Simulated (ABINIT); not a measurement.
# GaP (F-43m) in ABINIT: a series of runs

Runs on GaP. Level: PBE. Tasks: equation of state.

Everything below comes from runs of ABINIT 10.8.3 (patched build). Logs are shortened: lines on timing, memory, paths and dates and some standing lists are left out, and cuts for length are marked. The log counts tension as positive stress, the text compression.

**What was measured.**

From “Phosphorous dimerization in GaP at high pressure”, 2017, arxiv:1709.06667, for a bulk crystal of GaP: bulk modulus 87.5 ± 0.6 GPa.

The results are compared with them further down.

## Step 1: The structure

The structure is cubic, space group F-43m (No. 216). The conventional cell has a = 5.451 Å, b = 5.451 Å, c = 5.451 Å, α = 90.00°, β = 90.00°, γ = 90.00°. Around Ga (site symmetry -43m) lie 4 P at 2.36 Å. P (site symmetry -43m) has 4 Ga at 2.36 Å as nearest neighbours.

## Step 2: Equation of state, PBE

File run.abi:

```
# Datasets: one volume each
ndtset 7
getwfk -1
scalecart1 3*0.9795861087
scalecart2 3*0.9864848297
scalecart3 3*0.9932883884
scalecart4 3*1.0000000000
scalecart5 3*1.0066227096
scalecart6 3*1.0131594038
scalecart7 3*1.0196128224

# Pseudopotentials
pp_dirpath "./"
pseudos "Ga.upf, P.upf"

# Structure
acell 3*1.0
rprim
     0.0000000000     5.1499761211     5.1499761211
     5.1499761211     0.0000000000     5.1499761211
     5.1499761211     5.1499761211     0.0000000000
ntypat 2
znucl 31 15
natom 2
typat 1 2
xred
     0.0000000000     0.0000000000     0.0000000000
     0.7500000000     0.7500000000     0.7500000000

# Plane-wave basis
ecut 1088.455450 eV

# k points
kptopt 1
ngkpt 6 6 6
nshiftk 1
shiftk 0.0 0.0 0.0

# Exchange and correlation
ixc 11

# Bands and occupations
nband 13
occopt 3
tsmear 0.05 eV

# SCF cycle
nstep 100
tolvrs 1.0e-10

# Output
iomode 3
prtwf 1
prtden 0
prteig 0
prtebands 0
prtvol 2
```

Potentials or basis: PseudoDojo NC SR PBE v0.5 standard.

The run is started by

```sh
> abinit run.abi > log 2>&1
```

run.abo:

```text
.Version 10.8.3 of ABINIT
 DATASET    1 : space group F-4 3 m (#216); Bravais cF (face-center cubic)
================================================================================
 Values of the parameters that define the memory need for DATASET  1.
     intxc =       0    ionmov =       0      iscf =       7    lmnmax =       6
     lnmax =       6     mgfft =      45  mpssoang =       3    mqgrid =    3001
     natom =       2  nloc_mem =       1    nspden =       1   nspinor =       1
    nsppol =       1      nsym =      24    n1xccc =    2501    ntypat =       2
    occopt =       3   xclevel =       2
       mpw =        3114          nfft =       91125          nkpt =          16
================================================================================
================================================================================
[... 61 lines left out ...]
 DATASET    7 : space group F-4 3 m (#216); Bravais cF (face-center cubic)
================================================================================
 Values of the parameters that define the memory need for DATASET  7.
     intxc =       0    ionmov =       0      iscf =       7    lmnmax =       6
     lnmax =       6     mgfft =      45  mpssoang =       3    mqgrid =    3001
     natom =       2  nloc_mem =       1    nspden =       1   nspinor =       1
    nsppol =       1      nsym =      24    n1xccc =    2501    ntypat =       2
    occopt =       3   xclevel =       2
       mpw =        3521          nfft =       91125          nkpt =          16
================================================================================
================================================================================

--------------------------------------------------------------------------------
------------- Echo of variables that govern the present computation ------------
--------------------------------------------------------------------------------
 -outvars: echo values of preprocessed input variables --------
            acell      1.0000000000E+00  1.0000000000E+00  1.0000000000E+00 Bohr
              amu      6.97230000E+01  3.09737620E+01
             ecut      4.00000000E+01 Hartree
           getwfk          -1
              ixc          11
           jdtset        1    2    3    4    5    6    7
         kptrlatt        6    0    0      0    6    0      0    0    6
          kptrlen1     4.28069299E+01
          kptrlen2     4.31083971E+01
          kptrlen3     4.34057058E+01
          kptrlen4     4.36989965E+01
          kptrlen5     4.39884022E+01
          kptrlen6     4.42740492E+01
          kptrlen7     4.45560571E+01
            natom           2
            nband          13
           ndtset           7
            ngfft          45      45      45
             nkpt          16
            nstep         100
             nsym          24
           ntypat           2
           occopt           3
           prtden           0
        prtebands           0
           prteig           0
           prtvol           2
            rprim1     0.0000000000E+00  5.0448450684E+00  5.0448450684E+00
                       5.0448450684E+00  0.0000000000E+00  5.0448450684E+00
                       5.0448450684E+00  5.0448450684E+00  0.0000000000E+00
            rprim2     0.0000000000E+00  5.0803733168E+00  5.0803733168E+00
                       5.0803733168E+00  0.0000000000E+00  5.0803733168E+00
                       5.0803733168E+00  5.0803733168E+00  0.0000000000E+00
            rprim3     0.0000000000E+00  5.1154114816E+00  5.1154114816E+00
                       5.1154114816E+00  0.0000000000E+00  5.1154114816E+00
                       5.1154114816E+00  5.1154114816E+00  0.0000000000E+00
            rprim4     0.0000000000E+00  5.1499761211E+00  5.1499761211E+00
                       5.1499761211E+00  0.0000000000E+00  5.1499761211E+00
                       5.1499761211E+00  5.1499761211E+00  0.0000000000E+00
            rprim5     0.0000000000E+00  5.1840829174E+00  5.1840829174E+00
                       5.1840829174E+00  0.0000000000E+00  5.1840829174E+00
                       5.1840829174E+00  5.1840829174E+00  0.0000000000E+00
            rprim6     0.0000000000E+00  5.2177467364E+00  5.2177467364E+00
                       5.2177467364E+00  0.0000000000E+00  5.2177467364E+00
                       5.2177467364E+00  5.2177467364E+00  0.0000000000E+00
            rprim7     0.0000000000E+00  5.2509816881E+00  5.2509816881E+00
                       5.2509816881E+00  0.0000000000E+00  5.2509816881E+00
                       5.2509816881E+00  5.2509816881E+00  0.0000000000E+00
          spgroup         216
           tolvrs      1.00000000E-10
           tsmear      1.83746611E-03 Hartree
            typat      1  2
           xangst1     0.0000000000E+00  0.0000000000E+00  0.0000000000E+00
                       4.0044255614E+00  4.0044255614E+00  4.0044255614E+00
           xangst2     0.0000000000E+00  0.0000000000E+00  0.0000000000E+00
                       4.0326266704E+00  4.0326266704E+00  4.0326266704E+00
           xangst3     0.0000000000E+00  0.0000000000E+00  0.0000000000E+00
                       4.0604387679E+00  4.0604387679E+00  4.0604387679E+00
           xangst4     0.0000000000E+00  0.0000000000E+00  0.0000000000E+00
                       4.0878749972E+00  4.0878749972E+00  4.0878749972E+00
           xangst5     0.0000000000E+00  0.0000000000E+00  0.0000000000E+00
                       4.1149478062E+00  4.1149478062E+00  4.1149478062E+00
           xangst6     0.0000000000E+00  0.0000000000E+00  0.0000000000E+00
                       4.1416689950E+00  4.1416689950E+00  4.1416689950E+00
           xangst7     0.0000000000E+00  0.0000000000E+00  0.0000000000E+00
                       4.1680497635E+00  4.1680497635E+00  4.1680497635E+00
            xcart1     0.0000000000E+00  0.0000000000E+00  0.0000000000E+00
                       7.5672676025E+00  7.5672676025E+00  7.5672676025E+00
            xcart2     0.0000000000E+00  0.0000000000E+00  0.0000000000E+00
                       7.6205599752E+00  7.6205599752E+00  7.6205599752E+00
            xcart3     0.0000000000E+00  0.0000000000E+00  0.0000000000E+00
                       7.6731172224E+00  7.6731172224E+00  7.6731172224E+00
            xcart4     0.0000000000E+00  0.0000000000E+00  0.0000000000E+00
                       7.7249641816E+00  7.7249641816E+00  7.7249641816E+00
            xcart5     0.0000000000E+00  0.0000000000E+00  0.0000000000E+00
                       7.7761243761E+00  7.7761243761E+00  7.7761243761E+00
            xcart6     0.0000000000E+00  0.0000000000E+00  0.0000000000E+00
                       7.8266201047E+00  7.8266201047E+00  7.8266201047E+00
            xcart7     0.0000000000E+00  0.0000000000E+00  0.0000000000E+00
                       7.8764725322E+00  7.8764725322E+00  7.8764725322E+00
             xred      0.0000000000E+00  0.0000000000E+00  0.0000000000E+00
                       7.5000000000E-01  7.5000000000E-01  7.5000000000E-01
            znucl       31.00000   15.00000

================================================================================

 chkinp: Checking input parameters for consistency, jdtset=   1.

 chkinp: Checking input parameters for consistency, jdtset=   2.
[... 33 lines left out ...]
 getcut: wavevector=  0.0000  0.0000  0.0000  ngfft=  45  45  45
         ecut(hartree)=     40.000   => boxcut(ratio)=   2.16618

--- Pseudopotential description ------------------------------------------------
- pspini: atom type   1  psp file is ./Ga.upf
12 -101130 2 -1 1902                          pspcod,pspxc,lmax,lloc,mmax
     nproj     2     2     2

- pspini: atom type   2  psp file is ./P.upf
12 -101130 2 -1 1298                          pspcod,pspxc,lmax,lloc,mmax
     nproj     2     2     2

   5.89557354E+02                                ecore*ucvol(ha*bohr**3)
--------------------------------------------------------------------------------

================================================================================

--- !BeginCycle
iteration_state: {dtset: 1, }
solver: {iscf: 7, nstep: 100, nline: 4, wfoptalg: 0, }
tolerances: {tolvrs: 1.00E-10, }
...
[... 2033 lines left out ...]
-Cartesian components of stress tensor (GPa)         [Pressure= -1.9333E+00 GPa]
- sigma(1 1)=  1.93333204E+00  sigma(3 2)=  0.00000000E+00
- sigma(2 2)=  1.93333204E+00  sigma(3 1)=  0.00000000E+00
- sigma(3 3)=  1.93333204E+00  sigma(2 1)=  0.00000000E+00

== END DATASET(S) ==============================================================
================================================================================

 -outvars: echo values of variables after computation  --------
            acell      1.0000000000E+00  1.0000000000E+00  1.0000000000E+00 Bohr
           etotal1    -8.3424984069E+01
           etotal2    -8.3426420128E+01
           etotal3    -8.3427447865E+01
           etotal4    -8.3428109882E+01
           etotal5    -8.3428441632E+01
           etotal6    -8.3428477630E+01
           etotal7    -8.3428247754E+01
            fcart1    -0.0000000000E+00 -0.0000000000E+00 -0.0000000000E+00
                      -0.0000000000E+00 -0.0000000000E+00 -0.0000000000E+00
            fcart2    -0.0000000000E+00 -0.0000000000E+00 -0.0000000000E+00
                      -0.0000000000E+00 -0.0000000000E+00 -0.0000000000E+00
            fcart3     1.6449344012E-30  1.6449344012E-30 -4.9348032036E-30
                      -1.6449344012E-30 -1.6449344012E-30  4.9348032036E-30
            fcart4     6.5355769615E-30  6.5355769615E-30 -1.9606730885E-29
                      -6.5355769615E-30 -6.5355769615E-30  1.9606730885E-29
            fcart5     3.2462892498E-30  3.2462892498E-30 -9.7388677493E-30
                      -3.2462892498E-30 -3.2462892498E-30  9.7388677493E-30
[... 38 lines left out ...]
                       0.0000000000E+00  0.0000000000E+00  0.0000000000E+00
           xangst1     0.0000000000E+00  0.0000000000E+00  0.0000000000E+00
                       4.0044255614E+00  4.0044255614E+00  4.0044255614E+00
           xangst2     0.0000000000E+00  0.0000000000E+00  0.0000000000E+00
                       4.0326266704E+00  4.0326266704E+00  4.0326266704E+00
           xangst3     0.0000000000E+00  0.0000000000E+00  0.0000000000E+00
                       4.0604387679E+00  4.0604387679E+00  4.0604387679E+00
           xangst4     0.0000000000E+00  0.0000000000E+00  0.0000000000E+00
                       4.0878749972E+00  4.0878749972E+00  4.0878749972E+00
           xangst5     0.0000000000E+00  0.0000000000E+00  0.0000000000E+00
                       4.1149478062E+00  4.1149478062E+00  4.1149478062E+00
           xangst6     0.0000000000E+00  0.0000000000E+00  0.0000000000E+00
                       4.1416689950E+00  4.1416689950E+00  4.1416689950E+00
           xangst7     0.0000000000E+00  0.0000000000E+00  0.0000000000E+00
                       4.1680497635E+00  4.1680497635E+00  4.1680497635E+00
             xred      0.0000000000E+00  0.0000000000E+00  0.0000000000E+00
                       7.5000000000E-01  7.5000000000E-01  7.5000000000E-01
 Calculation completed.
```

It took 2.7 min on 1 thread of Arm Neoverse V1, shared host; peak memory 0.12 GiB.

Results:

| Item | Value |
| --- | --- |
| Equilibrium volume | 20.90 Å³/atom |
| Bulk modulus | 77 GPa |
| Pressure derivative of the bulk modulus | 4.5 |

Energy against volume, from the lowest point:
```tsv
volume (Å³/atom)	energy (meV/atom)
19.026	47.53
19.431	27.99
19.836	14.01
20.240	5.00
20.645	0.49
21.050	0.00
21.455	3.13
```

Caveat: pressures at fixed basis lie under the slope of the energies. PBE usually gives volumes a little too large and moduli too small.

## Step 3: Equation of state, PBE

run.abi: that of step 2 with these lines changed.

```diff
@@ -30,3 +30,3 @@
 # Plane-wave basis
-ecut 1088.455450 eV
+ecut 1551.049016 eV
 
@@ -42,3 +42,3 @@
 # Bands and occupations
-nband 13
+nband 17
 occopt 3
```

Potentials or basis: PseudoDojo NC SR PBE v0.5 stringent.

The run is started by

```sh
> abinit run.abi > log 2>&1
```

It took 6.2 min on 1 thread of Arm Neoverse V1, shared host; peak memory 0.16 GiB.

It converged, with:

```
Equilibrium volume                      : 20.86 Å³/atom
Bulk modulus                            : 77 GPa
Pressure derivative of the bulk modulus : 4.4
```

Energy against volume, from the lowest point:
| volume (Å³/atom) | energy (meV/atom) |
| --- | --- |
| 19.026 | 45.55 |
| 19.431 | 26.49 |
| 19.836 | 12.93 |
| 20.240 | 4.31 |
| 20.645 | 0.15 |
| 21.050 | 0.00 |
| 21.455 | 3.43 |

Caveat: pressures at fixed basis lie under the slope of the energies.

## Step 4: Equation of state, PBE

run.abi: that of step 3 with these lines changed.

```diff
@@ -13,3 +13,3 @@
 pp_dirpath "./"
-pseudos "Ga.upf, P.upf"
+pseudos "Ga_ONCV_PBE-1.2.upf, P_ONCV_PBE-1.2.upf"
 
@@ -30,3 +30,3 @@
 # Plane-wave basis
-ecut 1551.049016 eV
+ecut 1687.105947 eV
 
@@ -42,3 +42,3 @@
 # Bands and occupations
-nband 17
+nband 13
 occopt 3
```

Potentials or basis: SG15 NC PBE v1.2.

The run is started by

```sh
> abinit run.abi > log 2>&1
```

Wall time 4.7 min (1 thread of Arm Neoverse V1, shared host); peak memory 0.16 GiB.

Results (log left out):

| Item | Value |
| --- | --- |
| Equilibrium volume | 20.91 Å³/atom |
| Bulk modulus | 77 GPa |
| Pressure derivative of the bulk modulus | 4.4 |

Energy against volume, from the lowest point:
| volume (Å³/atom) | energy (meV/atom) |
| --- | --- |
| 19.026 | 48.12 |
| 19.431 | 28.47 |
| 19.836 | 14.34 |
| 20.240 | 5.22 |
| 20.645 | 0.60 |
| 21.050 | 0.00 |
| 21.455 | 3.04 |

Caveat: pressures at fixed basis lie under the slope of the energies.

## Step 5: Equation of state, PBE

run.abi: that of step 4 with these lines changed.

```diff
@@ -13,3 +13,3 @@
 pp_dirpath "./"
-pseudos "Ga_ONCV_PBE-1.2.upf, P_ONCV_PBE-1.2.upf"
+pseudos "Ga.upf, P.upf"
 
@@ -30,3 +30,3 @@
 # Plane-wave basis
-ecut 1687.105947 eV
+ecut 1088.455450 eV
```

Potentials or basis: Ansatz NC PBE.

The run is started by

```sh
> abinit run.abi > log 2>&1
```

Wall time 2.6 min (1 thread of Arm Neoverse V1, shared host); peak memory 0.12 GiB.

The run converged. Its results:

| Property | Result |
| --- | --- |
| Equilibrium volume | 20.89 Å³/atom |
| Bulk modulus | 77 GPa |
| Pressure derivative of the bulk modulus | 4.5 |

Energy against volume, from the lowest point:
| volume (Å³/atom) | energy (meV/atom) |
| --- | --- |
| 19.026 | 47.01 |
| 19.431 | 27.59 |
| 19.836 | 13.72 |
| 20.240 | 4.82 |
| 20.645 | 0.40 |
| 21.050 | 0.00 |
| 21.455 | 3.21 |

Caveat: pressures at fixed basis lie under the slope of the energies.

## Step 6: Equation of state, PBE

run.abi: that of step 5 with these lines changed.

```diff
@@ -13,3 +13,3 @@
 pp_dirpath "./"
-pseudos "Ga.upf, P.upf"
+pseudos "31_Ga_13_1.9_2.4_pbe_n_v1.0.psp8, 15_P_5_1.8_1.9_pbe_n_v1.0.psp8"
 
@@ -30,3 +30,3 @@
 # Plane-wave basis
-ecut 1088.455450 eV
+ecut 952.398519 eV
```

Potentials or basis: SPMS NC PBE v1.0.

The run is started by

```sh
> abinit run.abi > log 2>&1
```

It took 1.8 min on 1 thread of Arm Neoverse V1, shared host; peak memory 0.11 GiB.

The run converged. Its results:

```
Equilibrium volume                      : 20.92 Å³/atom
Bulk modulus                            : 77 GPa
Pressure derivative of the bulk modulus : 4.5
```

Energy against volume, from the lowest point:
| volume (Å³/atom) | energy (meV/atom) |
| --- | --- |
| 19.026 | 48.84 |
| 19.431 | 29.00 |
| 19.836 | 14.73 |
| 20.240 | 5.47 |
| 20.645 | 0.71 |
| 21.050 | 0.00 |
| 21.455 | 2.93 |

Caveat: pressures at fixed basis lie under the slope of the energies. PBE usually gives volumes a little too large and moduli too small.

## Step 7: Equation of state, PBE

run.abi: that of step 6 with these lines changed.

```diff
@@ -13,3 +13,3 @@
 pp_dirpath "./"
-pseudos "31_Ga_13_1.9_2.4_pbe_n_v1.0.psp8, 15_P_5_1.8_1.9_pbe_n_v1.0.psp8"
+pseudos "Ga.GGA_PBE-JTH.xml, P.GGA_PBE-JTH.xml"
 
@@ -30,3 +30,5 @@
 # Plane-wave basis
-ecut 952.398519 eV
+ecut 544.227725 eV
+pawecutdg 40.0
+pawxcdev 0
 
@@ -48,3 +50,3 @@
 nstep 100
-tolvrs 1.0e-10
+tolvrs 1.0e-9
```

Potentials or basis: JTH PAW PBE v2.0.

The run is started by

```sh
> abinit run.abi > log 2>&1
```

Run time: 51 s. Hardware: 1 thread of Arm Neoverse V1, shared host; peak memory 0.13 GiB.

Results (log left out):

* Equilibrium volume: 20.89 Å³/atom
* Bulk modulus: 77 GPa
* Pressure derivative of the bulk modulus: 4.5

Energy against volume, from the lowest point:
```
volume (Å³/atom)  energy (meV/atom)
          19.026              47.21
          19.431              27.74
          19.836              13.81
          20.240               4.88
          20.645               0.43
          21.050               0.00
          21.455               3.20
```

Caveat: pressures at fixed basis lie under the slope of the energies.

## Step 8: Summary

```tsv
potentials or basis	cutoff (eV)	fine-grid cutoff	V0 of scaled cells (Å³/atom)	B0 (GPa)
PseudoDojo NC SR PBE v0.5 standard	1088	-	20.90	77
PseudoDojo NC SR PBE v0.5 stringent	1551	-	20.86	77
SG15 NC PBE v1.2	1687	-	20.91	77
Ansatz NC PBE	1088	-	20.89	77
SPMS NC PBE v1.0	952	-	20.92	77
JTH PAW PBE v2.0	544	1088.46 eV	20.89	77
```

Alike in all rows: task equation of state; level PBE; no spin polarisation; cell as given; k mesh 6 × 6 × 6; smearing fermi-dirac 0.05 eV.

Caveats: pressures at fixed basis lie under the slope of the energies.

Absolute energies hang on the potentials; compare differences alone.

## Step 9: Comparison with measurements

Step 2. Against the measured bulk modulus of GaP, 87.5 GPa (“Phosphorous dimerization in GaP at high pressure”, 2017, arxiv:1709.06667), the calculated 77 GPa is off by -12.1 %. The fit is for a static lattice scaled at fixed shape and fixed fractional positions.

Step 3. Against the measured bulk modulus of GaP, 87.5 GPa (“Phosphorous dimerization in GaP at high pressure”, 2017, arxiv:1709.06667), the calculated 77 GPa is off by -12.0 %. The fit is for a static lattice scaled at fixed shape and fixed fractional positions.

Step 4. Measured bulk modulus of GaP: 87.5 GPa (“Phosphorous dimerization in GaP at high pressure”, 2017, arxiv:1709.06667). This calculation gives 77 GPa (-11.9 %). The fit is for a static lattice scaled at fixed shape and fixed fractional positions.

Step 5. Measured bulk modulus of GaP: 87.5 GPa (“Phosphorous dimerization in GaP at high pressure”, 2017, arxiv:1709.06667). This calculation gives 77 GPa (-12.0 %). The fit is for a static lattice scaled at fixed shape and fixed fractional positions.

Step 6. Measured bulk modulus of GaP: 87.5 GPa (“Phosphorous dimerization in GaP at high pressure”, 2017, arxiv:1709.06667). This calculation gives 77 GPa (-12.1 %). The fit is for a static lattice scaled at fixed shape and fixed fractional positions.

Step 7. Against the measured bulk modulus of GaP, 87.5 GPa (“Phosphorous dimerization in GaP at high pressure”, 2017, arxiv:1709.06667), the calculated 77 GPa is off by -11.9 %. The fit is for a static lattice scaled at fixed shape and fixed fractional positions.
